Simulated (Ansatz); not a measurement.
## CdS (F-43m) from LDA to hybrids

All numbers come from Ansatz 0.2.0. (Simulation; no magnetic order is allowed.)

CdS (started from an entry of an open crystallographic database), relaxed with r2SCAN. Space group F-43m (No. 216), cubic; a = 5.878 Å in the conventional setting, 25.39 Å³ an atom. Cd is surrounded by 4 S at 2.55 Å; S is surrounded by 4 Cd at 2.55 Å.

```
Cd S
1.0
     0.00000    2.93921    2.93921
     2.93921    0.00000    2.93921
     2.93921    2.93921    0.00000
Cd S
1 1
Cartesian
  0.0000 0.0000 0.0000
  1.4696 1.4696 1.4696
```

Band edges at fixed r2SCAN geometry:

| level | k mesh | gap (eV) | kind | edges | least direct gap (eV) | rough cost |
| --- | --- | --- | --- | --- | --- | --- |
| LDA | 8×8×8 | 0.81 | direct | Γ | 0.81 | 5 core-seconds |
| PBE | 8×8×8 | 1.10 | direct | Γ | 1.10 | 7 core-seconds |
| PBE+SOC | 8×8×8 | 1.08 | direct | Γ | 1.08 | 26 core-seconds |
| r2SCAN | 8×8×8 | 1.54 | direct | Γ | 1.54 | 13 core-seconds |
| r2SCANh | 6×6×6 | 2.12 | direct | Γ | 2.12 | 4 core-minutes |
| HSE06 | 6×6×6 | 2.11 | direct | Γ | 2.11 | 3 core-minutes |
| HSE06+SOC | 4×4×4 | 2.10 | direct | Γ | 2.10 | 4 core-minutes |
| DDH-PBE0 | 6×6×6 | 2.14 | direct | Γ | 2.14 | 3 core-minutes |
| PBE0 | 6×6×6 | 2.75 | direct | Γ | 2.75 | 3 core-minutes |
| r2SCAN0 | 6×6×6 | 3.01 | direct | Γ | 3.01 | 4 core-minutes |

PBE, PBE+SOC: smearing of 0.02 eV; the others have fixed occupations.
Wave cutoffs: 420 eV, 500 eV (r2SCAN, r2SCANh, r2SCAN0).
Costs come from shared machines and give only the order; PBE's includes the band path.

HSE06 gives a direct gap of 2.11 eV at Γ. Spin-orbit coupling changes the PBE gap by -0.02 eV, to 1.08 eV; at Γ the threefold valence level splits into a fourfold and a twofold level 0.046 eV apart, the fourfold one on top.

r2SCAN covers 44 % of the step from PBE to HSE06, while HSE06 needs about 15 times r2SCAN's cost (on a coarser mesh). Among these functionals the gap stays direct.

On the PBEsol cell (a = 5.825 Å), with PBEsol: The optical mode at Γ lies at 232 cm⁻¹ without the longitudinal term. With the long-range field the highest mode reaches 288 cm⁻¹. The program warns that the force constants, and all that is formed from them, aren't settled on this k mesh. The electronic dielectric tensor ε∞ is 6.43 in all directions. With the ions relaxed, ε⁰ is 9.9 in all directions. Born charges, averaged over directions: Cd +2.17, S -2.17 e.

Only the levels marked +SOC include spin-orbit coupling.

The meshes of the hybrids are coarse, so their gaps aren't converged to the digits shown.
